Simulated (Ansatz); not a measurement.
Fe, 2 atoms in the cell. It takes space group P6_3/mmc (No. 194, hexagonal). Conventional cell: a = 2.434 Å, b = 2.434 Å, c = 3.842 Å, α = 90.00°, β = 90.00°, γ = 120.00°. Fe (site symmetry -6m2) has 12 Fe at 2.38 to 2.43 Å as nearest neighbours. This isn't the form of Fe at room conditions, which is bcc.

```yaml
Program: Ansatz 0.2.0
Task: band structure
Functional: LDA
Potentials_or_basis: all-electron LAPW, scalar-relativistic
Cutoff: 339 eV (chosen from the basis error)
Basis_error_allowed: 0.001 eV/atom
k_mesh: 12 × 12 × 7
Occupations: fermi-dirac, width 0.05 eV
Spin: collinear spin, ferromagnetic start
Starting_moments: "[3.0, 3.0] μB"
```

Potentials or basis: all-electron LAPW, scalar-relativistic.

The run is started by

```bash
$ ansatz run input.yaml --threads 2 --pin off --max-ram 6144MiB --backend cpu --events-out ev --progress --plain --runs-dir out
```

Hardware: 2 threads of Arm Neoverse V1 (shared host).

How long does it take, and how much memory?

Wall time 24 s on 2 threads of Arm Neoverse V1 (shared host), peak memory 0.51 GiB. Counts: scf iterations 11, plane waves 287, k points 76, bands 23.
